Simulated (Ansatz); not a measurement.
Crystal: P.

```xyz
2
Lattice="-1.6915 2.5152 1.8589 1.6915 -2.5152 1.8589 1.6915 2.5152 -1.8589" Properties=species:S:1:pos:R:3 pbc="T T T"
P     1.6915   -1.2576    1.6607
P     0.0000    3.7727    0.1982
```

This isn't the form of P at room conditions, which is orthorhombic.

The cell isn't the ideal one: the cell as VASP's run set it.

Base run:

```yaml
Program: Ansatz 0.2.0
Functional: RPBE
Potentials_or_basis: all-electron LAPW, scalar-relativistic
Cutoff: 236 eV (chosen from the basis error)
Basis_error_allowed: 0.001 eV/atom
k_mesh: 11 × 11 × 11
Occupations: gaussian, width 0.1 eV
Spin: no spin polarisation
```

Its results: band gap on the k mesh none (metal or under the smearing width); pressure 4.4 GPa; largest force 0.398 eV/Å.

Question: The run is repeated on the same cell with these changes: functional from RPBE to LDA. What comes out?

Answer: Band gap on the k mesh none (metal or under the smearing width); pressure -2.1 GPa; largest force 0.316 eV/Å.

LDA binds more tightly than RPBE, so the same cell stands under less pressure.
